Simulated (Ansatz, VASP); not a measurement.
**TiAl: VASP beside Ansatz**

INCAR

```
PREC = Accurate
ENCUT = 520
EDIFF = 1E-6
ISMEAR = 0
SIGMA = 0.1
LREAL = Auto
LASPH = True
NELM = 60
ALGO = Normal
ISIF = 2
LWAVE = False
LCHARG = False
GGA = PE
NBANDS = 74
```

File KPOINTS:

```
Automatic mesh
0
Gamma
  1 1 1
```

File POSCAR:

```
TiAl
1.0
    0.0000000000      5.6432814771     -4.0782742135
   -5.6432814771      0.0000000000      4.0782742135
    5.6432814771      0.0000000000      4.0782742135
Ti Al
8 8
Direct
    0.2500000000      0.0000000000      0.7500000000
    0.7500000000      0.7500000000      0.5000000000
    0.2500000000      0.2500000000      0.5000000000
    0.2500000000      0.7500000000      0.0000000000
    0.7500000000      0.5000000000      0.7500000000
    0.7500000000      0.0000000000      0.2500000000
    0.2500000000      0.5000000000      0.2500000000
    0.7500000000      0.2500000000      0.0000000000
    0.0000000000      0.7500000000      0.2500000000
    0.5000000000      0.5000000000      0.0000000000
    0.0000000000      0.0000000000      0.0000000000
    0.0000000000      0.5000000000      0.5000000000
    0.5000000000      0.2500000000      0.2500000000
    0.5000000000      0.7500000000      0.7500000000
    0.0000000000      0.2500000000      0.7500000000
    0.5000000000      0.0000000000      0.5000000000
```

Input for Ansatz:

```yaml
crystal:
  lattice:
    - [0.0, 5.6432814771, -4.0782742135]
    - [-5.6432814771, 0.0, 4.0782742135]
    - [5.6432814771, 0.0, 4.0782742135]
  atoms:
    - { symbol: Ti, position: [0.25, 0.0, 0.75] }
    - { symbol: Ti, position: [0.75, 0.75, 0.5] }
    - { symbol: Ti, position: [0.25, 0.25, 0.5] }
    - { symbol: Ti, position: [0.25, 0.75, 0.0] }
    - { symbol: Ti, position: [0.75, 0.5, 0.75] }
    - { symbol: Ti, position: [0.75, 0.0, 0.25] }
    - { symbol: Ti, position: [0.25, 0.5, 0.25] }
    - { symbol: Ti, position: [0.75, 0.25, 0.0] }
    - { symbol: Al, position: [0.0, 0.75, 0.25] }
    - { symbol: Al, position: [0.5, 0.5, 0.0] }
    - { symbol: Al, position: [0.0, 0.0, 0.0] }
    - { symbol: Al, position: [0.0, 0.5, 0.5] }
    - { symbol: Al, position: [0.5, 0.25, 0.25] }
    - { symbol: Al, position: [0.5, 0.75, 0.75] }
    - { symbol: Al, position: [0.0, 0.25, 0.75] }
    - { symbol: Al, position: [0.5, 0.0, 0.5] }
basis:
  ecutwfc: 420
  xc_grid: 2
kpoints:
  mp_grid: { grid: [1, 1, 1], shift: [0.0, 0.0, 0.0] }
hamiltonian:
  xc: pbe
scf:
  occupations: { method: gaussian, width: 0.1 }
output:
  forces: true
  stress: true
  eigenvalues: true
```

Alike in both runs: task single point; functional PBE; k mesh 1 × 1 × 1; occupations gaussian, width 0.1 eV; no spin polarisation.

|  | VASP | Ansatz |
| --- | --- | --- |
| version | VASP 6.6.1 | Ansatz 0.2.0 |
| potentials or method | VASP PAW PBE potentials, release 64 (Ti_sv, Al) | scalar-relativistic, plane waves, PAW |
| plane-wave cutoff (eV) | 520 | 420 |
| valence electrons in the cell | 120 | 120 |

VASP gave:

- pressure (GPa): 3.5
- largest component of the traceless stress (GPa): 4.87

Q: Estimate Ansatz's values.

A: Pressure (GPa): 3.6; largest component of the traceless stress (GPa): 4.92.

With one functional, cell and mesh, what is left measures potentials, basis and numerics.

Caveats: the k mesh is coarse (spacing up to 1.11 Å⁻¹), so the values aren't converged; an odd mesh through Γ misses points on the zone boundary, where band edges often lie.
